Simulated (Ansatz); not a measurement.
# Ionic part of the dielectric constant of MgO at 5 GPa, mode by mode

All numbers below come from Ansatz 0.2.0, DFT PBEsol, scalar-relativistic, plane waves, PAW. Cutoff 420 eV, 10×10×10 k-points (Γ-centred), fixed occupations. No spin polarisation. Phonons by linear response, acoustic sum rule imposed.

Symmetry: Fm-3m, No. 225, cubic system. The conventional cell has a = 4.172 Å, b = 4.172 Å, c = 4.172 Å, α = 90.00°, β = 90.00°, γ = 90.00°. Mg (site symmetry m-3m) is surrounded by 6 O at 2.09 Å. O (site symmetry m-3m) is surrounded by 6 Mg at 2.09 Å.

The primitive cell has V = 18.16 Å³ and ε∞,zz = 3.211. Each polar mode adds Δε = (4.92064×10⁷/V)·S/ν² along z, with S its oscillator strength in e²/amu, ν in cm⁻¹ and V in Å³.

Problem. From these modes, find each Δε and ε0,zz.
| ν (cm⁻¹) | S_zz (e²/amu) |
| --- | --- |
| 415.4 | 0.4013 |

Solution.
| ν (cm⁻¹) | Δε |
| --- | --- |
| 415.4 | 6.30 |

The sum is 6.300, so ε0,zz = 9.51; the run's tensor has 9.51.

Problem. Where do the longitudinal modes lie for a wave vector along z?

Solution. At 715 cm⁻¹. The Lyddane–Sachs–Teller product Π(ν_LO/ν_TO)² = 2.96 matches ε0/ε∞ = 2.96.

Cost: 1 run of about 0.11 core-minutes, on Intel Xeon Platinum 8488C (Sapphire Rapids) (shared hosts).

The static dielectric response of compressed MgO is mainly ionic: the single polar mode at 415.4 cm⁻¹ adds 6.30, against an electronic constant of 3.211. Rocksalt has only one infrared-active optical branch, in which the Mg and O sublattices move against each other, and cubic symmetry makes its contribution isotropic. Combined with the reduced mass of the pair, the oscillator strength implies a Born effective charge close to the nominal divalent one, as expected for a strongly ionic oxide with little dynamical charge transfer. The same charge, only weakly screened by the tightly bound valence electrons of a wide-gap insulator, produces the macroscopic field that lifts the longitudinal mode to 715 cm⁻¹.

The electronic constant lies somewhat above the value measured at ambient pressure, probably because the semilocal functional makes the electrons too polarisable. The Lyddane–Sachs–Teller agreement confirms internal consistency, not accuracy against experiment. Compression normally stiffens the transverse mode and so reduces the ionic part, but a single pressure cannot show that trend.
